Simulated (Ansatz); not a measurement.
Runs of Ansatz 0.2.0 on Gd. Symmetry: Im-3m, No. 229, cubic system. The conventional cell has a = 4.050 Å, b = 4.050 Å, c = 4.050 Å, α = 90.00°, β = 90.00°, γ = 90.00°. Gd (site symmetry m-3m) has 8 Gd at 3.51 Å as nearest neighbours. This isn't the form of Gd at room conditions, which is hcp.

```tsv
level	cutoff (eV)	gap on the mesh (eV)	pressure (GPa)	moment (μB)
BLYP	420	none	(a)	(b)
PBEsol	420	none	-2.4	(c)
r2SCAN	500	none	0.7	7.89
revPBE	420	none	1.2	7.64
RPBE	420	none	1.7	7.65
```

Alike in all rows: task band structure; potentials or basis Ansatz PAW; spin collinear, ferromagnetic start; cell as given; k mesh 7 × 7 × 7; smearing fermi-dirac 0.05 eV.

Problem. Fill in the values left out.

Solution. (a) 1.1; (b) 7.47; (c) 7.62.

Caveats: spin-orbit coupling is left out, which moves the levels of the heavy elements; the PAW data sets come from PBE, with cores solved anew for the run's functional, which leaves a small shift of forces and pressure; the magnetic or orbital state may not be the lowest (some runs).

A k mesh can miss the band edges, and the runs leave out spin-orbit coupling on Gd.

A gap of «none» marks a metal or a gap under the smearing width.
